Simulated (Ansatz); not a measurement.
# MoS2: the cost of one run

Program: Ansatz 0.2.0. Level of theory: DFT PBE, scalar-relativistic, plane waves, PAW, and further levels as typed in the inputs. These are calculated values, not measurements.

### 1 The structure to begin with

Symmetry: P-6m2, No. 187, hexagonal system. Conventional cell: a = 3.160 Å, b = 3.160 Å, c = 19.130 Å, α = 90.00°, β = 90.00°, γ = 120.00°. S (site symmetry 3m) has 3 Mo at 2.40 Å as nearest neighbours. Around Mo (site symmetry -6m2) lie 6 S at 2.40 Å.

Coordinates:

```cif
data_structure
_symmetry_space_group_name_H-M 'P 1'
_symmetry_Int_Tables_number 1
_cell_length_a 3.1600
_cell_length_b 3.1600
_cell_length_c 19.1300
_cell_angle_alpha 90.000
_cell_angle_beta 90.000
_cell_angle_gamma 120.000
_cell_volume 165.43
loop_
_atom_site_label
_atom_site_type_symbol
_atom_site_fract_x
_atom_site_fract_y
_atom_site_fract_z
_atom_site_occupancy
S1 S 0.66667 0.33333 0.41819 1
Mo1 Mo 0.00000 0.00000 0.50000 1
S2 S 0.66667 0.33333 0.58181 1
```

### 2 Relaxing the atoms: MoS2 sheet, no spin

File input.yaml:

```yaml
crystal:
  lattice:
    - [3.16, 0.0, 0.0]
    - [-1.58, 2.736640276, 0.0]
    - [0.0, 0.0, 19.13]
  atoms:
    - { symbol: S, position: [0.6666666667, 0.3333333333, 0.4181913225] }
    - { symbol: Mo, position: [0.0, 0.0, 0.5] }
    - { symbol: S, position: [0.6666666667, 0.3333333333, 0.5818086775] }
scf:
  occupations: { method: fixed }
  n_extra_bands: 4
output:
  forces: true
  stress: false
  write_density: true
  write_potential: true
  elf: true
  volumetric_format: npy
kpoints:
  mp_grid: { grid: [12, 12, 1] }
efield:
  axis: 3
  dipole_correction: true
hamiltonian:
  xc: pbe
relax:
  f_tol: 0.005
  max_steps: 120
```

The run is started by

```console
$ ansatz run input.yaml --threads 4 --pin off --max-ram 11264MiB --backend cpu --events-out ev --progress --plain --runs-dir out
```

Q: Estimate wall time and peak memory on 4 threads of Arm Neoverse V1, shared host.

About 4.5 s, with a peak of 0.44 GiB.
